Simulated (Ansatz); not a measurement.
BaTiO3: stiffness from a series of strains

```xyz
5
Lattice="2.8277 1.6326 2.3177 -2.8277 1.6326 2.3177 0.0000 -3.2651 2.3177" Properties=species:S:1:pos:R:3 pbc="T T T"
Ba    0.0000    0.0000    0.0000
Ti    0.0000    0.0000    3.5739
O     0.0000   -1.5996    4.5536
O    -1.3853    0.7998    4.5536
O     1.3853    0.7998    4.5536
```

Atom numbers follow the list: Ba1, Ti2, O3, O4, O5.

The geometry is COD entry 9014756, unchecked; take it as a test cell.

Spin–orbit coupling is left out, though it moves levels of the heavy atoms by tenths of an eV or more.

Level of theory: Ansatz 0.2.0, DFT, LDA, all-electron LAPW, scalar-relativistic.

Sampling and basis: a Γ-centred 9×9×9 k mesh, Fermi–Dirac smearing of 0.05 eV, basis error target 1 meV/atom, no spin polarisation.

The strain is applied along the Cartesian axes of the cell as listed (the other components stay zero). Fractional coordinates are held (clamped ions).

σ is the change of stress from the unstrained cell, which is at -5.96 GPa; tension is positive, so slopes are stress–strain coefficients at that pressure.

Only quantities that a quadratic follows smoothly over the whole series are listed; rougher ones are left out.

| εzz | σzz (GPa) | σxx (GPa) |
| --- | --- | --- |
| -0.0300 | -9.77 | -2.78 |
| -0.0200 | -6.32 | -1.78 |
| -0.0100 | -3.07 | -0.86 |
| 0.0000 | 0.00 | 0.00 |
| 0.0100 | 2.89 | 0.80 |
| 0.0300 | 8.18 | 2.22 |

Q: Fit the series and read off the stiffness at zero strain.

A: Least-squares fits y = p0 + p1 x + p2 x² to the rows give σzz (GPa): p1 = 299, p2 = -880; σxx (GPa): p1 = 83.2, p2 = -310. So C33 = 299 GPa and C13 = 83 GPa, for these axes.

Q: One run, at εzz = 0.0200, is withheld. Predict its row.

A: The fits give 5.63, 1.54; the run gave 5.61, 1.54.
